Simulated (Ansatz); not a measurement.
## Bi under changes of volume

One of the cells (35.070 Å³/atom); the others are scaled copies at fixed shape and fractional positions:

```
Bi
1.0
     2.26750    1.30914    3.93800
    -2.26750    1.30914    3.93800
     0.00000   -2.61828    3.93800
Bi
2
Direct
  0.76600 0.76600 0.76600
  0.23400 0.23400 0.23400
```

```yaml
Program: Ansatz 0.2.0
Functional: PBE
Potentials_or_basis: PseudoDojo standard (PBE files)
Cutoff: 898 eV
Density_cutoff: 3592 eV
k_mesh: 7 × 7 × 7
Occupations: fermi-dirac, width 0.05 eV
Spin: no spin polarisation
```

| volume (Å³/atom) | energy over the lowest point (meV/atom) | pressure (GPa) | gap on the mesh (eV) | largest force (eV/Å) |
| --- | --- | --- | --- | --- |
| 32.965 | 58.96 | 5.8 | 0.30 | 0.517 |
| 33.667 | 36.82 | 4.4 | 0.29 | 0.406 |
| 34.368 | 20.43 | 3.1 | 0.28 | 0.303 |
| 35.070 | 9.17 | 2.0 | 0.27 | 0.206 |
| 35.771 | ? | ? | ? | ? |
| 36.472 | 0.00 | 0.1 | 0.25 | 0.030 |
| 37.174 | 1.18 | -0.7 | 0.24 | 0.049 |

What does the run at 35.771 Å³/atom give?

Energy over the lowest point 2.52 meV/atom; pressure 1.0 GPa; gap on the mesh 0.26 eV; largest force 0.115 eV/Å.

Worked out: A Birch-Murnaghan fit of order 3 (a polynomial in V^(-2/3)) to the other rows has its minimum at 36.59 Å³/atom with B0 = V·E''(V) = 43 GPa and B' = 4.6 at fixed shape and positions, which overstates the stiffness. It gives 2.52 meV/atom at 35.771 Å³/atom, against the run's 2.52, and -dE/dV = 1.0 GPa, against 1.0. A straight line through the other rows of the gap, of slope -0.5 eV per unit of ln V, gives 0.26 eV, against the run's 0.26.

Energies are extrapolated to zero smearing.

Caveats: odd divisions of the mesh miss points on the zone boundary, where band edges often lie, so the gap on the mesh can be too wide; spin-orbit coupling is left out, which as a rule narrows the gap of such compounds by several tenths of an eV.

A mesh can miss the band edges.
